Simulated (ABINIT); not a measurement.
The system is WC (Qusongite).

```
CELL_PARAMETERS angstrom
2.90650 0.00000 0.00000
-1.45325 2.51710 0.00000
0.00000 0.00000 2.83660
ATOMIC_POSITIONS crystal
W 0.00000 0.00000 0.00000
C 0.66667 0.33333 0.50000
```

Base run:

- Program: ABINIT 10.8.3 (patched build)
- Functional: PW91
- Potentials or basis: JTH PAW PBE v2.0
- Cutoff: 626 eV
- k mesh: 10 × 10 × 9
- Occupations: fermi-dirac, width 0.05 eV
- Spin: no spin polarisation

Its results: band gap on the k mesh none (metal or under the smearing width); pressure 6.4 GPa.

Task: The run is repeated on the same cell with these changes: functional from PW91 to LDA. What comes out?

Result: Band gap on the k mesh none (metal or under the smearing width); pressure -8.9 GPa.

LDA binds more tightly than PW91, so the same cell stands under less pressure.

Caveats: the PAW data sets were made with another functional, which shifts forces and pressure a little; spin-orbit coupling is left out, which moves the levels of the heavy elements.
